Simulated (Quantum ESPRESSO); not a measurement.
# Pt under changes of volume

One of the cells (15.904 Å³/atom); the others are scaled copies at fixed shape and fractional positions:

```
CELL_PARAMETERS angstrom
-1.58422 1.58422 1.58422
1.58422 -1.58422 1.58422
1.58422 1.58422 -1.58422
ATOMIC_POSITIONS crystal
Pt 0.00000 0.00000 0.00000
```

This isn't the form of Pt at room conditions, which is fcc.

```yaml
Program: Quantum ESPRESSO 7.5
Functional: r2SCAN
Potentials_or_basis: SG15 PBE 1.2
Cutoff: 952 eV
Density_cutoff: 3810 eV
k_mesh: 9 × 9 × 9
Occupations: fermi-dirac, width 0.05 eV
Spin: no spin polarisation
```

| volume (Å³/atom) | energy over the lowest point (meV/atom) | pressure (GPa) |
| --- | --- | --- |
| 14.950 | ? | ? |
| 15.268 | 1.15 | 3.2 |
| 15.586 | 0.00 | -2.2 |
| 15.904 | 8.91 | -6.9 |
| 16.222 | 26.30 | -11.0 |
| 16.540 | 51.05 | -14.5 |
| 16.858 | 82.36 | -17.6 |

What does the run at 14.950 Å³/atom give?

Energy over the lowest point 13.98 meV/atom; pressure 9.5 GPa.

Worked out: A Birch-Murnaghan fit of order 3 (a polynomial in V^(-2/3)) to the other rows has its minimum at 15.46 Å³/atom with B0 = V·E''(V) = 256 GPa and B' = 5.9. It gives 13.63 meV/atom at 14.950 Å³/atom, against the run's 13.98, and -dE/dV = 9.5 GPa, against 9.5.

Energies are extrapolated to zero smearing.

Caveats: the potentials were made for another functional, which shifts forces and pressure.
